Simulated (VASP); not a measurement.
Write the native input for VASP 6.6.1 that does the following.

```yaml
Task: relaxation of cell and atoms
Functional: PBE
Potentials_or_basis: VASP PAW PBE potentials, release 64 (Ga_d)
Cutoff: 600 eV
k_mesh: 16 × 16 × 16
Occupations: methfessel-paxton, width 0.1 eV
Spin: no spin polarisation
Further_INCAR_settings: ALGO = Normal; EDIFF = 1e-07; IBRION = 2; EDIFFG = -0.005; NSW = 90; ISIF = 3
```

The structure of Ga lies in POSCAR:

```
Ga                                      
1.0
   -1.6880889944      1.6880889944      1.6880889944
    1.6880889944     -1.6880889944      1.6880889944
    1.6880889944      1.6880889944     -1.6880889944
  Ga            
     1
Direct
     0.0000000000000000    0.0000000000000000    0.0000000000000000
```

The cell was built by a generator and needn't be a form met in nature.

One way to write it, as run:

INCAR

```
SYSTEM = Ga
ALGO     = Normal         ! electronic algorithm
EDIFF    = 1E-7           ! SCF threshold, eV
EDIFFG   = -0.005         ! ionic threshold
ENCUT    = 600            ! plane-wave cutoff, eV
GGA      = PE             ! functional
IBRION   = 2              ! ionic algorithm
ISIF     = 3              ! what is computed and relaxed
ISMEAR   = 1              ! smearing method
LASPH    = .TRUE.         ! aspherical terms in the spheres
LCHARG   = .FALSE.        ! write CHGCAR
LREAL    = .FALSE.        ! projectors in reciprocal space
LWAVE    = .FALSE.        ! write WAVECAR
NELM     = 80             ! most SCF steps
NSW      = 90             ! ionic steps
PREC     = Accurate       ! precision mode
SIGMA    = 0.1            ! smearing width, eV
```

KPOINTS

```
k-points
0
G
  16 16 16
  0 0 0
```

Potentials or basis: VASP PAW PBE potentials, release 64 (Ga_d).

Launch:

```bash
$ cat potpaw_PBE.64/Ga_d/POTCAR > POTCAR
$ mpirun -np 1 vasp_std > vasp.out
```

Results of the run:

```yaml
Pressure_after_relaxing: 0.0 GPa
Band_gap_on_the_k_mesh: none (metal or under the smearing width)
```

Caveat: the relaxation stopped at its first step, so nothing moved.

Run time: 11 s on 1 thread of Intel(R) Xeon(R) Platinum 8488C (Sapphire Rapids) (shared host), peak memory 0.16 GiB.
